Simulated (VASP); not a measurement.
Input of a VASP 6.6.1 run:

File INCAR:

```
  ALGO = Normal
  DIPOL = 0.5 0.5 0.500
  EDIFF = 1E-6
  EDIFFG = -0.02
  ENCUT = 520
  IBRION = 2
  IDIPOL = 3
  ISIF = 2
  ISMEAR = 1
  KPAR = 2
  LASPH = T
  LCHARG = F
  LDIPOL = T
  LREAL = F
  LWAVE = F
  NELM = 120
  NSW = 90
  PREC = Accurate
  SIGMA = 0.1
```

KPOINTS

```
k-points
0
Gamma
  11 11 1
```

POSCAR

```
Al
1.0
    2.8614914700      0.0000000000      0.0000000000
    0.0000000000      2.8614914700      0.0000000000
    0.0000000000      0.0000000000     25.8419413100
Al
4
Direct
    0.0000000000      0.0000000000      0.3863900900
    0.5000000000      0.5000000000      0.4621313100
    0.0000000000      0.0000000000      0.5378725300
    0.5000000000      0.5000000000      0.6136099100
```

Potentials or basis: VASP PAW LDA potentials, release 64 (Al).

The run is started by

```sh
$ cat potpaw_LDA.64/Al/POTCAR > POTCAR
$ mpirun -np 2 vasp_std > vasp.out
```

Q: Estimate the band gap on the k mesh.

A: None (metal or under the smearing width).

Q: Predict the energy gained by relaxing.

A: 7.7 meV/atom.

Final structure:
```xyz
4
Lattice="2.8615 0.0000 0.0000 0.0000 2.8615 0.0000 0.0000 0.0000 25.8419" Properties=species:S:1:pos:R:3 pbc="T T T"
Al    0.0000    0.0000    9.8653
Al    1.4307    1.4307   11.9142
Al    0.0000    0.0000   13.9278
Al    1.4307    1.4307   15.9767
```
